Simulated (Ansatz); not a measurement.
CoO:

```xyz
2
Lattice="1.5055 0.8692 2.4399 -1.5055 0.8692 2.4399 0.0000 -1.7384 2.4399" Properties=species:S:1:pos:R:3 pbc="T T T"
Co    0.0000    0.0000    0.0000
O     0.0000    0.0000    3.6599
```

The cell is a database's computed one.

Base run:

```yaml
Program: Ansatz 0.2.0
Functional: PBEsol
Potentials_or_basis: Ansatz PAW
Cutoff: 420 eV
Density_cutoff: 1680 eV
k_mesh: 11 × 11 × 11
Occupations: fermi-dirac, width 0.05 eV
Spin: collinear spin, ferromagnetic start
Starting_moments: "[2.0, 0.0] μB"
Hubbard_terms: Co d U = 1 eV
```

Its results: band gap on the k mesh none (metal or under the smearing width); pressure -3.8 GPa; net moment 2.96 μB per cell; site moments Co +2.51; O +0.29 μB.

Q: After a change of settings the same cell gave: band gap on the k mesh 1.55 eV, indirect (least direct gap 2.82 eV); pressure 3.6 GPa; net moment 3.00 μB per cell; site moments Co +2.62; O +0.20 μB. Which change was it?
A. functional from PBEsol to RPBE; hubbard terms from Co d U = 1 eV to none; hubbard projectors from ortho-atomic (the default) to none
B. hubbard terms from Co d U = 1 eV to none; hubbard projectors from ortho-atomic (the default) to none
C. functional from PBEsol to r2SCAN; cutoff from 420 eV to 500 eV; density cutoff from 1680 eV to 2000 eV
D. hubbard terms from Co d U = 1 eV to Co d U = 5 eV

A: D.

Caveats: the magnetic or orbital state may not be the lowest; a cell with one magnetic atom can't hold antiferromagnetic order, which such compounds often take; the PAW data sets come from PBE, with cores solved anew for the run's functional, which leaves a small shift of forces and pressure.

Not every run made on this cell is shown here.
